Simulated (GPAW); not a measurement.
# Hf (Fm-3m) in GPAW: further runs

The runs below take Hf through relaxation of cell and atoms, with PBEsol.

Program: GPAW 26.7.0. These are calculated values, not measurements. Logs are shortened: lines on timing, memory, paths and dates and some standing lists are left out, and cuts for length are marked. The log counts tension as positive stress, the text compression.

## (1) The structure

The structure is cubic, space group Fm-3m (No. 225). Conventional cell: a = 4.440 Å, b = 4.440 Å, c = 4.440 Å, α = 90.00°, β = 90.00°, γ = 90.00°. Around Hf (site symmetry m-3m) lie 12 Hf at 3.14 Å.

This isn't the form of Hf at room conditions, which is hcp.

## (2) Relaxation of cell and atoms, PBEsol

Input file run.py:

```python
from ase import Atoms
from ase.filters import FrechetCellFilter
from ase.io import write
from ase.optimize import BFGS
from gpaw import GPAW, PW, setup_paths

setup_paths.insert(0, '.')

atoms = Atoms(['Hf'],
              cell=[[0.0, 2.22, 2.22],
                    [2.22, 0.0, 2.22],
                    [2.22, 2.22, 0.0]],
              scaled_positions=[[0.0, 0.0, 0.0]],
              pbc=True)

calc = GPAW(mode=PW(600),
            xc='PBEsol',
            kpts={'size': (10, 10, 10), 'gamma': True},
            occupations={'name': 'fermi-dirac', 'width': 0.05},
            nbands=14,
            convergence={'density': 1e-05, 'forces': 0.0001},
            maxiter=150,
            txt='gpaw.txt')
atoms.calc = calc
opt = BFGS(FrechetCellFilter(atoms), trajectory='relax.traj', logfile='-')
done = opt.run(fmax=0.02, steps=60)
calc.write('gs.gpw')
write('result.traj', atoms)
print('Converged:', done)
print('Cell:', atoms.cell.cellpar().round(4))
print('Volume:', round(atoms.get_volume(), 4))
print(atoms.get_scaled_positions().round(5))
```

Potentials or basis: PAW data sets generated in the run's folder for this functional, pw.

Run with:

```bash
gpaw-setup -f PBEsol Hf
OMP_NUM_THREADS=1 python run.py
```

gpaw.txt:

```text
__  _  _
 | _ |_)|_||  |
 |__||  | ||/\| - 26.7.0

Input parameters:
  mode=PW(ecut=600.0),
  convergence={'density': 1e-05, 'forces': 0.0001},
  kpts=MonkhorstPack(size=(10, 10, 10), gamma=True),
  maxiter=150,
  nbands=14,
  occupations=Occupations(name='fermi-dirac', width=0.05),
  xc=XC(name='PBEsol')

Diagonalizing LCAO Hamiltonian
Converting LCAO to pw mode

       Hf

Atoms  # Å, Bohr magnetons
|   | symbol |        x |        y |        z |    initial magnetic moments |
|---|--------|----------|----------|----------|-----------------------------|
| 0 |     Hf | 0.000000 | 0.000000 | 0.000000 | ( 0.0000,  0.0000,  0.0000) |

Unit cell  # Å
| periodic |        x |        y |        z |  lengths |    angles |
|----------|----------|----------|----------|----------|-----------|
|      yes | 0.000000 | 2.220000 | 2.220000 | 3.139554 | 60.000000 |
|      yes | 2.220000 | 0.000000 | 2.220000 | 3.139554 | 60.000000 |
|      yes | 2.220000 | 2.220000 | 0.000000 | 3.139554 | 60.000000 |

Number of symmetries: 48
Symmetry operations  # r_c * U_cc + t_c -> r_c
|    | kind |            matrix            |
|----|------|------------------------------|
|  0 |  σ   |  1, 0, 0,  1, 0,-1,  1,-1, 0 |
|  1 |  C2  |  1, 0, 0,  1,-1, 0,  1, 0,-1 |
|  2 |  E   |  1, 0, 0,  0, 1, 0,  0, 0, 1 |
|  3 |  σ   |  1, 0, 0,  0, 0, 1,  0, 1, 0 |
|  4 |  C4  |  1, 0,-1,  1, 0, 0,  1,-1, 0 |
|  5 |  S6  |  1, 0,-1,  1,-1, 0,  1, 0, 0 |
|  6 |  σ   |  1, 0,-1,  0, 1,-1,  0, 0,-1 |
|  7 |  C3  |  1, 0,-1,  0, 0,-1,  0, 1,-1 |
|  8 |  S6  |  1,-1, 0,  1, 0, 0,  1, 0,-1 |
|  9 |  C4  |  1,-1, 0,  1, 0,-1,  1, 0, 0 |
| 10 |  C3  |  1,-1, 0,  0,-1, 1,  0,-1, 0 |
| 11 |  σ   |  1,-1, 0,  0,-1, 0,  0,-1, 1 |
| 12 |  σ   |  0, 1, 0,  1, 0, 0,  0, 0, 1 |
| 13 |  C4  |  0, 1, 0,  0, 1,-1, -1, 1, 0 |
| 14 |  C3  |  0, 1, 0,  0, 0, 1,  1, 0, 0 |
| 15 |  S6  |  0, 1, 0, -1, 1, 0,  0, 1,-1 |
| 16 |  C2  |  0, 1,-1,  1, 0,-1,  0, 0,-1 |
| 17 |  σ   |  0, 1,-1,  0, 1, 0, -1, 1, 0 |
| 18 |  S4  |  0, 1,-1,  0, 0,-1,  1, 0,-1 |
| 19 |  C4  |  0, 1,-1, -1, 1, 0,  0, 1, 0 |
| 20 |  C3  |  0, 0, 1,  1, 0, 0,  0, 1, 0 |
| 21 |  σ   |  0, 0, 1,  0, 1, 0,  1, 0, 0 |
[... 128 lines left out ...]
convergence criteria:
- Maximum integral of absolute [dens]ity change: 1e-05 electrons / valence electron
- Maximum change in the atomic [forces] across last 2 cycles: 0.0001 eV/Ang OR
Maximum error relative to the maximum force is below inf
- Maximum [total energy] change in last 3 cyles: 0.0005 eV / valence electron
- Maximum integral of absolute [eigenst]ate change: 4e-08 eV^2 / valence electron
maximum number of iterations: 150

SCF iterations
|iter     | |      energy | eigst |  dens |force |
|---------|-|-------------|-------|-------|------|
|iter:   1| |   -8.102032 | -0.25 |       |      |
|iter:   2| |   -8.085675 | -3.05 | -1.32 |      |
|iter:   3| |   -8.005814 | -2.03 | -1.35 |      |
|iter:   4| |   -8.009440 | -3.39 | -1.97 |      |
|iter:   5| |   -8.010341c| -4.73 | -2.39 |      |
|iter:   6| |   -8.010346c| -6.87 | -3.73 |      |
|iter:   7| |   -8.010347c| -7.98c| -4.18 |      |
|iter:   8| |   -8.010347c| -9.54c| -5.55c|      |
|iter:   9| |   -8.010347c|-10.23c| -6.03c|-24.40c|

Converged in 9 steps
Energy contributions relative to reference atoms: (reference = -409762.375317)

Energy contributions:
  Kinetic:           6.107693
  Coulomb:          -5.612537
  Zero:             -0.498581
  External:          0.000000
  Xc:               -8.001371
  Entropy:          -0.011102
  Spinorbit:         0.000000
  ----------------------------
  Free energy:      -8.015898
  Extrapolated:     -8.010347

dipole moment: (-16.138127, -16.138127, -16.138127)  # |e|*Ang

Fermi level: 9.906
Eigenvalues  # (at kpt = [0.000, 0.000, 0.000])
| band index |      eig [eV] | occ [0-2] |
|------------|---------------|-----------|
|          0 |       -51.584 |     2.000 |
|          1 |       -20.026 |     2.000 |
|          2 |       -20.026 |     2.000 |
|          3 |       -20.026 |     2.000 |
|          4 |         2.644 |     2.000 |
|          5 |        11.301 |     0.000 |
|          6 |        11.301 |     0.000 |
|          7 |        11.301 |     0.000 |
|          8 |        14.146 |     0.000 |
|          9 |        14.146 |     0.000 |
|         10 |        21.521 |     0.000 |
|         11 |        25.892 |     0.000 |
|         12 |        25.892 |     0.000 |
|         13 |        25.892 |     0.000 |

No gap
No difference between direct/indirect transitions

Stress tensor  # eV/Ang^3
|         x |         y |        z |
|-----------|-----------|----------|
|  0.007575 | -0.000000 | 0.000000 |
| -0.000000 |  0.007575 | 0.000000 |
|  0.000000 |  0.000000 | 0.007575 |

Forces  # eV/Ang
|       x |        y |       z |
|---------|----------|---------|
| 0.00000 | -0.00000 | 0.00000 |  # Hf   0

Interpolating wave functions to new cell

       Hf

Atoms  # Å, Bohr magnetons
|   | symbol |        x |         y |        z |    initial magnetic moments |
|---|--------|----------|-----------|----------|-----------------------------|
| 0 |     Hf | 0.000000 | -0.000000 | 0.000000 | ( 0.0000,  0.0000,  0.0000) |

Unit cell  # Å
| periodic |        x |         y |         z |  lengths |    angles |
|----------|----------|-----------|-----------|----------|-----------|
|      yes | 0.000000 |  2.214749 |  2.214749 | 3.132128 | 60.000000 |
|      yes | 2.214749 | -0.000000 |  2.214749 | 3.132128 | 60.000000 |
|      yes | 2.214749 |  2.214749 | -0.000000 | 3.132128 | 60.000000 |

Number of symmetries: 48
Symmetry operations  # r_c * U_cc + t_c -> r_c
|    | kind |            matrix            |
|----|------|------------------------------|
|  0 |  σ   |  1, 0, 0,  1, 0,-1,  1,-1, 0 |
|  1 |  C2  |  1, 0, 0,  1,-1, 0,  1, 0,-1 |
|  2 |  E   |  1, 0, 0,  0, 1, 0,  0, 0, 1 |
|  3 |  σ   |  1, 0, 0,  0, 0, 1,  0, 1, 0 |
|  4 |  C4  |  1, 0,-1,  1, 0, 0,  1,-1, 0 |
|  5 |  S6  |  1, 0,-1,  1,-1, 0,  1, 0, 0 |
|  6 |  σ   |  1, 0,-1,  0, 1,-1,  0, 0,-1 |
|  7 |  C3  |  1, 0,-1,  0, 0,-1,  0, 1,-1 |
|  8 |  S6  |  1,-1, 0,  1, 0, 0,  1, 0,-1 |
|  9 |  C4  |  1,-1, 0,  1, 0,-1,  1, 0, 0 |
| 10 |  C3  |  1,-1, 0,  0,-1, 1,  0,-1, 0 |
| 11 |  σ   |  1,-1, 0,  0,-1, 0,  0,-1, 1 |
| 12 |  σ   |  0, 1, 0,  1, 0, 0,  0, 0, 1 |
| 13 |  C4  |  0, 1, 0,  0, 1,-1, -1, 1, 0 |
| 14 |  C3  |  0, 1, 0,  0, 0, 1,  1, 0, 0 |
| 15 |  S6  |  0, 1, 0, -1, 1, 0,  0, 1,-1 |
| 16 |  C2  |  0, 1,-1,  1, 0,-1,  0, 0,-1 |
| 17 |  σ   |  0, 1,-1,  0, 1, 0, -1, 1, 0 |
| 18 |  S4  |  0, 1,-1,  0, 0,-1,  1, 0,-1 |
| 19 |  C4  |  0, 1,-1, -1, 1, 0,  0, 1, 0 |
| 20 |  C3  |  0, 0, 1,  1, 0, 0,  0, 1, 0 |
| 21 |  σ   |  0, 0, 1,  0, 1, 0,  1, 0, 0 |
[... 128 lines left out ...]
convergence criteria:
- Maximum integral of absolute [dens]ity change: 1e-05 electrons / valence electron
- Maximum change in the atomic [forces] across last 2 cycles: 0.0001 eV/Ang OR
Maximum error relative to the maximum force is below inf
- Maximum [total energy] change in last 3 cyles: 0.0005 eV / valence electron
- Maximum integral of absolute [eigenst]ate change: 4e-08 eV^2 / valence electron
maximum number of iterations: 150

SCF iterations
|iter     | |      energy | eigst |  dens |force |
|---------|-|-------------|-------|-------|------|
|iter:   1| |   -8.012185 | -2.18 |       |      |
|iter:   2| |   -8.012006 | -5.22 | -2.48 |      |
|iter:   3| |   -8.011188c| -4.16 | -2.52 |      |
|iter:   4| |   -8.011227c| -5.73 | -3.37 |      |
|iter:   5| |   -8.011243c| -6.89 | -3.67 |      |
|iter:   6| |   -8.011243c| -8.06c| -4.85 |      |
|iter:   7| |   -8.011243c| -8.68c| -5.30c|      |
|iter:   8| |   -8.011243c| -9.71c| -6.32c|-24.09c|

Converged in 8 steps
Energy contributions relative to reference atoms: (reference = -409762.375317)

Energy contributions:
  Kinetic:           6.633798
  Coulomb:          -6.029543
  Zero:             -0.498709
  External:          0.000000
  Xc:               -8.111335
  Entropy:          -0.010909
  Spinorbit:         0.000000
  ----------------------------
  Free energy:      -8.016698
  Extrapolated:     -8.011243

dipole moment: (-16.098962, -16.098962, -16.098962)  # |e|*Ang

Fermi level: 9.993
Eigenvalues  # (at kpt = [0.000, 0.000, 0.000])
| band index |      eig [eV] | occ [0-2] |
|------------|---------------|-----------|
|          0 |       -51.478 |     2.000 |
|          1 |       -19.914 |     2.000 |
|          2 |       -19.914 |     2.000 |
|          3 |       -19.914 |     2.000 |
|          4 |         2.706 |     2.000 |
|          5 |        11.390 |     0.000 |
|          6 |        11.390 |     0.000 |
|          7 |        11.390 |     0.000 |
|          8 |        14.261 |     0.000 |
|          9 |        14.261 |     0.000 |
|         10 |        21.633 |     0.000 |
|         11 |        26.036 |     0.000 |
|         12 |        26.036 |     0.000 |
|         13 |        26.036 |     0.000 |

No gap
No difference between direct/indirect transitions

Stress tensor  # eV/Ang^3
|         x |         y |         z |
|-----------|-----------|-----------|
|  0.002748 | -0.000000 | -0.000000 |
| -0.000000 |  0.002748 | -0.000000 |
| -0.000000 | -0.000000 |  0.002748 |

Forces  # eV/Ang
|       x |        y |        z |
|---------|----------|----------|
| 0.00000 | -0.00000 | -0.00000 |  # Hf   0

Interpolating wave functions to new cell

       Hf

Atoms  # Å, Bohr magnetons
|   | symbol |        x |         y |         z |    initial magnetic moments |
|---|--------|----------|-----------|-----------|-----------------------------|
| 0 |     Hf | 0.000000 | -0.000000 | -0.000000 | ( 0.0000,  0.0000,  0.0000) |

Unit cell  # Å
| periodic |        x |        y |        z |  lengths |    angles |
|----------|----------|----------|----------|----------|-----------|
|      yes | 0.000000 | 2.211799 | 2.211799 | 3.127956 | 60.000000 |
|      yes | 2.211799 | 0.000000 | 2.211799 | 3.127956 | 60.000000 |
|      yes | 2.211799 | 2.211799 | 0.000000 | 3.127956 | 60.000000 |

Number of symmetries: 48
Symmetry operations  # r_c * U_cc + t_c -> r_c
|    | kind |            matrix            |
|----|------|------------------------------|
|  0 |  σ   |  1, 0, 0,  1, 0,-1,  1,-1, 0 |
|  1 |  C2  |  1, 0, 0,  1,-1, 0,  1, 0,-1 |
|  2 |  E   |  1, 0, 0,  0, 1, 0,  0, 0, 1 |
|  3 |  σ   |  1, 0, 0,  0, 0, 1,  0, 1, 0 |
|  4 |  C4  |  1, 0,-1,  1, 0, 0,  1,-1, 0 |
|  5 |  S6  |  1, 0,-1,  1,-1, 0,  1, 0, 0 |
|  6 |  σ   |  1, 0,-1,  0, 1,-1,  0, 0,-1 |
|  7 |  C3  |  1, 0,-1,  0, 0,-1,  0, 1,-1 |
|  8 |  S6  |  1,-1, 0,  1, 0, 0,  1, 0,-1 |
|  9 |  C4  |  1,-1, 0,  1, 0,-1,  1, 0, 0 |
| 10 |  C3  |  1,-1, 0,  0,-1, 1,  0,-1, 0 |
| 11 |  σ   |  1,-1, 0,  0,-1, 0,  0,-1, 1 |
| 12 |  σ   |  0, 1, 0,  1, 0, 0,  0, 0, 1 |
| 13 |  C4  |  0, 1, 0,  0, 1,-1, -1, 1, 0 |
| 14 |  C3  |  0, 1, 0,  0, 0, 1,  1, 0, 0 |
| 15 |  S6  |  0, 1, 0, -1, 1, 0,  0, 1,-1 |
| 16 |  C2  |  0, 1,-1,  1, 0,-1,  0, 0,-1 |
| 17 |  σ   |  0, 1,-1,  0, 1, 0, -1, 1, 0 |
| 18 |  S4  |  0, 1,-1,  0, 0,-1,  1, 0,-1 |
| 19 |  C4  |  0, 1,-1, -1, 1, 0,  0, 1, 0 |
| 20 |  C3  |  0, 0, 1,  1, 0, 0,  0, 1, 0 |
| 21 |  σ   |  0, 0, 1,  0, 1, 0,  1, 0, 0 |
[... 128 lines left out ...]
convergence criteria:
- Maximum integral of absolute [dens]ity change: 1e-05 electrons / valence electron
- Maximum change in the atomic [forces] across last 2 cycles: 0.0001 eV/Ang OR
Maximum error relative to the maximum force is below inf
- Maximum [total energy] change in last 3 cyles: 0.0005 eV / valence electron
- Maximum integral of absolute [eigenst]ate change: 4e-08 eV^2 / valence electron
maximum number of iterations: 150

SCF iterations
|iter     | |      energy | eigst |  dens |force |
|---------|-|-------------|-------|-------|------|
|iter:   1| |   -8.011691 | -2.68 |       |      |
|iter:   2| |   -8.011636 | -5.72 | -2.73 |      |
|iter:   3| |   -8.011391c| -4.66 | -2.77 |      |
|iter:   4| |   -8.011405c| -6.22 | -3.62 |      |
|iter:   5| |   -8.011410c| -7.39 | -3.92 |      |
|iter:   6| |   -8.011410c| -8.59c| -5.11c|      |
|iter:   7| |   -8.011410c| -9.20c| -5.56c|-24.77c|

Converged in 7 steps
Energy contributions relative to reference atoms: (reference = -409762.375317)

Energy contributions:
  Kinetic:           6.933571
  Coulomb:          -6.267216
  Zero:             -0.498825
  External:          0.000000
  Xc:               -8.173536
  Entropy:          -0.010809
  Spinorbit:         0.000000
  ----------------------------
  Free energy:      -8.016815
  Extrapolated:     -8.011410

dipole moment: (-16.076950, -16.076950, -16.076950)  # |e|*Ang

Fermi level: 10.042
Eigenvalues  # (at kpt = [0.000, 0.000, 0.000])
| band index |      eig [eV] | occ [0-2] |
|------------|---------------|-----------|
|          0 |       -51.418 |     2.000 |
|          1 |       -19.851 |     2.000 |
|          2 |       -19.851 |     2.000 |
|          3 |       -19.851 |     2.000 |
|          4 |         2.742 |     2.000 |
|          5 |        11.440 |     0.000 |
|          6 |        11.440 |     0.000 |
|          7 |        11.440 |     0.000 |
|          8 |        14.325 |     0.000 |
|          9 |        14.325 |     0.000 |
|         10 |        21.697 |     0.000 |
|         11 |        26.117 |     0.000 |
|         12 |        26.117 |     0.000 |
|         13 |        26.117 |     0.000 |

No gap
No difference between direct/indirect transitions

Stress tensor  # eV/Ang^3
|         x |         y |         z |
|-----------|-----------|-----------|
| -0.000031 |  0.000000 |  0.000000 |
|  0.000000 | -0.000031 |  0.000000 |
|  0.000000 |  0.000000 | -0.000031 |

Forces  # eV/Ang
|       x |       y |       z |
|---------|---------|---------|
| 0.00000 | 0.00000 | 0.00000 |  # Hf   0

# Writing to gs.gpw (mode='')
```

Run time: 58 s. Hardware: 1 thread of Intel Xeon Platinum 8175M at 2.50GHz (Skylake/Cascade Lake), shared host; peak memory 0.16 GiB.

What came out:

| Quantity | Value |
| --- | --- |
| Free energy | -8.0168 eV |
| Relaxed volume | 21.64 Å³/atom |
| Relaxed cell | a = 3.128 Å, b = 3.128 Å, c = 3.128 Å, α = 60.00°, β = 60.00°, γ = 60.00° |
| Space group after relaxing (to 0.05 Å) | Fm-3m (No. 225) |
| Energy gained by relaxing | 1.1 meV/atom |
| Ionic steps | 3 |
| Pressure after relaxing | 0.0 GPa |
| Band gap on the k mesh | none (metal or under the smearing width) |

The path:
```tsv
step	energy change (eV)	largest force (eV/Å)	pressure (GPa)	volume (Å³)
1	0.0000	0.0000	-1.21	21.88
2	-0.0009	0.0000	-0.44	21.73
3	-0.0011	0.0000	0.01	21.64
```

Final structure:
```xyz
1
Lattice="0.0000 2.2118 2.2118 2.2118 0.0000 2.2118 2.2118 2.2118 0.0000" Properties=species:S:1:pos:R:3 pbc="T T T"
Hf    0.0000    0.0000    0.0000
```

Levels at points of the mesh, in eV from the Fermi level:
```csv
k point,band 3,band 4,band 5,band 6,band 7,band 8,band 9,band 10
"(0.00, 0.00, 0.00)",-29.89,-29.89,-7.30,1.40,1.40,1.40,4.28,4.28
"(0.50, 0.50, 0.00)",-30.22,-30.22,-3.40,-2.25,2.69,6.51,7.17,7.17
"(0.50, 0.50, 0.50)",-30.01,-30.01,-3.72,0.68,1.16,1.16,6.51,6.51
```

Caveat: later steps reuse the first step's grids. The run has no spin-orbit coupling, so splittings on Hf are missing.

## (3) Relaxation of cell and atoms, PBEsol, target pressure 2 GPa, at which the enthalpy is minimised

run.py: that of step 2 with these lines changed.

```diff
@@ -4,2 +4,3 @@
 from ase.optimize import BFGS
+from ase.units import GPa
 from gpaw import GPAW, PW, setup_paths
@@ -24,3 +25,3 @@
 atoms.calc = calc
-opt = BFGS(FrechetCellFilter(atoms), trajectory='relax.traj', logfile='-')
+opt = BFGS(FrechetCellFilter(atoms, scalar_pressure=2 * GPa), trajectory='relax.traj', logfile='-')
 done = opt.run(fmax=0.02, steps=60)
```

Potentials or basis: PAW data sets generated in the run's folder for this functional, pw.

Run with:

```bash
gpaw-setup -f PBEsol Hf
OMP_NUM_THREADS=1 python run.py
```

Wall time 61 s (1 thread of Intel Xeon Platinum 8175M at 2.50GHz (Skylake/Cascade Lake), shared host); peak memory 0.16 GiB.

Results (log left out):

| Property | Result |
| --- | --- |
| Free energy | -8.0145 eV |
| Relaxed volume | 21.27 Å³/atom |
| Relaxed cell | a = 3.110 Å, b = 3.110 Å, c = 3.110 Å, α = 60.00°, β = 60.00°, γ = 60.00° |
| Space group after relaxing (to 0.05 Å) | Fm-3m (No. 225) |
| Energy change on relaxing (the enthalpy is what falls) | +1.1 meV/atom |
| Ionic steps | 3 |
| Pressure after relaxing | 2.0 GPa |
| Band gap on the k mesh | none (metal or under the smearing width) |

The path:
```csv
step,energy change (eV),largest force (eV/Å),pressure (GPa),volume (Å³)
1,0.0000,0.0000,-1.21,21.88
2,-0.0007,0.0000,0.88,21.47
3,0.0011,0.0000,2.03,21.27
```

Final structure:
```
Hf
1.0
     0.00000    2.19898    2.19898
     2.19898    0.00000    2.19898
     2.19898    2.19898    0.00000
Hf
1
Direct
  0.00000 0.00000 0.00000
```

Levels at points of the mesh, in eV from the Fermi level:
```
           k point  band 2  band 3  band 4  band 5  band 6  band 7  band 8  band 9  band 10
(0.00, 0.00, 0.00)  -29.83  -29.83  -29.83   -7.36    1.40    1.40    1.40    4.35     4.35
(0.50, 0.50, 0.00)  -30.73  -30.17  -30.17   -3.48   -2.32    2.79    6.63    7.31     7.31
(0.50, 0.50, 0.50)  -30.79  -29.96  -29.96   -3.78    0.75    1.15    1.15    6.63     6.63
```

Caveat: later steps reuse the first step's grids.
